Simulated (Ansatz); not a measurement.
# Ge, one cell by several methods

```
Ge
1.0
     4.07754    0.00000    0.00000
    -2.03877    3.53125    0.00000
     0.00000    0.00000    6.59938
Ge
4
Direct
  0.66667 0.33333 0.06290
  0.33333 0.66667 0.56290
  0.66667 0.33333 0.43710
  0.33333 0.66667 0.93710
```

Atom numbers follow the list: Ge1, Ge2, Ge3, Ge4.

The cell is the one relaxed in the Materials Project (mp-1007760), not relaxed further here; entries there can be hypothetical. The listed cell was then made from it by scaling, straining or moving an atom.

Levels of theory: DFT, PBE, PAW with Ansatz's default frozen-core files, scalar-relativistic (Ansatz 0.2.0); DFT, PBE, all-electron PAW with datasets made for the crystal, scalar-relativistic (Ansatz 0.2.0); DFT, PBE, all-electron LAPW, scalar-relativistic (Ansatz 0.2.0).

For PAW: a Γ-centred 11×11×6 k mesh, Fermi–Dirac smearing of 0.05 eV, cutoff 420 eV, no spin polarisation. The crystal-made all-electron datasets (AE datasets) take a cutoff of 140 eV at this cell. LAPW targets a basis error of 1 meV/atom. The Ansatz runs share mesh, smearing and spin set-up. Plane-wave (PAW) pressures include the program's estimate of the Pulay term.

Stress and pressure are positive in compression.

The change that made this cell: equal xx and yy strain of +2 %.

In a metal, gradients converge slowly with the k mesh: the values move by tens of per cent from one mesh to another, at times in sign, so only the comparison on one mesh counts.

```csv
quantity,PAW,AE datasets,LAPW
pressure (GPa),0.33,0.33,0.33
stress xx (GPa),-0.71,-0.71,-0.71
stress zz (GPa),2.42,2.42,2.42
"force on Ge1, z (eV/Å)",-0.184,-0.184,-0.184
field gradient Vzz at Ge1 (10²¹ V/m²),-0.51,-0.51,–
```

PAW's pressure differs from the LAPW value by about 0.01 GPa or less.
